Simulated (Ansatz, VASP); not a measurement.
# Al: VASP beside Ansatz

Contents of INCAR:

```
PREC     = Accurate       # precision mode
ENCUT    = 520            # plane-wave cutoff, eV
EDIFF    = 1E-6           # SCF threshold, eV
ISMEAR   = 0              # smearing method
SIGMA    = 0.1            # smearing width, eV
LREAL    = False          # projectors in reciprocal space
LASPH    = True           # aspherical terms in the spheres
NELM     = 80             # most SCF steps
ALGO     = Normal         # electronic algorithm
ISIF     = 2              # what is computed and relaxed
LWAVE    = False          # write WAVECAR
LCHARG   = True           # write CHGCAR
GGA      = PS             # functional
LELF     = True           # ELF
LVHAR    = True         
NBANDS   = 8              # bands
```

File KPOINTS:

```
regular mesh
0
Gamma
  18 18 18
```

File POSCAR:

```
Al
1.0
   -1.6582950404      1.6582950404      1.6582950404
    1.6582950404     -1.6582950404      1.6582950404
    1.6582950404      1.6582950404     -1.6582950404
Al
1
Direct
    0.0000000000      0.0000000000      0.0000000000
```

Input for Ansatz:

```yaml
crystal:
  lattice:
    - [-1.6582950404, 1.6582950404, 1.6582950404]
    - [1.6582950404, -1.6582950404, 1.6582950404]
    - [1.6582950404, 1.6582950404, -1.6582950404]
  atoms:
    - { symbol: Al, position: [0.0, 0.0, 0.0] }
basis:
  ecutwfc: 420
kpoints:
  mp_grid: { grid: [18, 18, 18] }
hamiltonian:
  xc: pbesol
scf:
  occupations: { method: gaussian, width: 0.1 }
output:
  forces: true
  stress: true
  eigenvalues: true
```

Alike in both runs: task single point; functional PBEsol; k mesh 18 × 18 × 18; occupations gaussian, width 0.1 eV; no spin polarisation.

```csv
,VASP,Ansatz
version,VASP 6.6.1,Ansatz 0.2.0
potentials or method,"VASP PAW PBE potentials, release 64 (Al)","scalar-relativistic, plane waves, PAW"
plane-wave cutoff (eV),520,420
valence electrons in the cell,3,3
```

```csv
,VASP,Ansatz,Ansatz less VASP
gap on the k mesh at the Fermi level (eV),none,none,-
pressure (GPa),-5.7,-5.7,-0.04
```

A gap of «none» marks a metal or a gap that the smearing closes. With one functional, cell and mesh, what is left measures potentials, basis and numerics.

Caveats: the PAW data sets were made with another functional, which shifts forces and pressure a little (VASP).
